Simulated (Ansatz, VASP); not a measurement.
# GdO in VASP and in Ansatz

The input POSCAR:

```
GdO
1.0
    2.8018137600      0.0000000000      0.0000000000
    0.0000000000      2.8018137600      0.0000000000
    0.0000000000      0.0000000000      2.8018137600
Gd O
1 1
Direct
    0.0000000000      0.0000000000      0.0000000000
    0.5000000000      0.5000000000      0.5000000000
```

File INCAR.step1:

```
  PREC = Accurate
  ENCUT = 520
  ISMEAR = -1
  SIGMA = 0.05
  LREAL = False
  LASPH = True
  NELM = 150
  ISPIN = 2
  MAGMOM = 7 0
  LMAXMIX = 6
  LDAU = True
  LDAUTYPE = 2
  LDAUL = 3 -1
  LDAUU = 6 0
  LDAUJ = 0 0
  NBANDS = 23
  GGA = PE
  ALGO = Normal
  EDIFF = 1E-4
  LWAVE = True
  LCHARG = False
```

File INCAR.step2:

```
  PREC = Accurate
  ENCUT = 520
  EDIFF = 1E-6
  ISMEAR = -1
  SIGMA = 0.05
  LREAL = False
  LASPH = True
  NELM = 150
  ALGO = Normal
  ISIF = 2
  LWAVE = False
  LCHARG = False
  ISPIN = 2
  MAGMOM = 7 0
  LORBIT = 11
  LMAXMIX = 6
  LDAU = True
  LDAUTYPE = 2
  LDAUL = 3 -1
  LDAUU = 6 0
  LDAUJ = 0 0
  LDAUPRINT = 1
  METAGGA = R2SCAN
  LMIXTAU = True
  NBANDS = 23
  ISTART = 1
```

The input KPOINTS:

```
Automatic mesh
0
Gamma
  9 9 9
```

Contents of input.yaml:

```yaml
crystal:
  lattice:
    - [2.80181376, 0.0, 0.0]
    - [0.0, 2.80181376, 0.0]
    - [0.0, 0.0, 2.80181376]
  atoms:
    - { symbol: Gd, position: [0.0, 0.0, 0.0], spin: 7.0 }
    - { symbol: O, position: [0.5, 0.5, 0.5] }
hamiltonian:
  xc: r2scan
  pseudopotentials: { kind: paw }
  hubbard: { sites: [{ species: Gd, l: f, u_eff: 6.0 }] }
magnetization:
  spin_polarized: true
kpoints:
  mp_grid: { grid: [9, 9, 9] }
scf:
  occupations: { method: fermi_dirac, width: 0.05 }
  n_extra_bands: 6
output:
  forces: true
  stress: true
  eigenvalues: true
  dos: { projected: true, de: 0.05, nscf_kmesh: { grid: [14, 14, 14] } }
```

The cell comes from a database or a generator and needn't be the stable form of this composition.

Alike in both runs: functional r2SCAN; k mesh 9 × 9 × 9; occupations fermi-dirac, width 0.05 eV; collinear spin; Hubbard terms Gd f U = 6.0 eV.

```csv
,VASP,Ansatz
version,VASP 6.6.1,Ansatz 0.2.0
potentials or method,"VASP PAW PBE potentials, release 64 (Gd, O)",Ansatz PAW
plane-wave cutoff (eV),520,500
valence electrons in the cell,24,24
task,single point,projected density of states
```

|  | VASP | Ansatz | Ansatz less VASP |
| --- | --- | --- | --- |
| gap on the k mesh at the Fermi level (eV) | none | none | - |
| net moment per atom (μB) | 3.80 | 3.80 | -0.003 |
| size of the moment on the site where the two differ most (μB) | 0.05 | 0.02 | -0.029 |

Site moments also hang on the region over which each program counts them. The programs project onto different local orbitals, so the same U acts differently. A gap of «none» marks a metal or a gap that the smearing closes.

Caveats: spin-orbit coupling is left out, which moves the levels of the heavy elements; a cell with one magnetic atom can't hold antiferromagnetic order, which such compounds often take; the magnetic or orbital state may not be the lowest (Ansatz); the density of states is complete only up to the lowest level of the last band computed (Ansatz). The state reached can hang on the start; a lower one may exist.
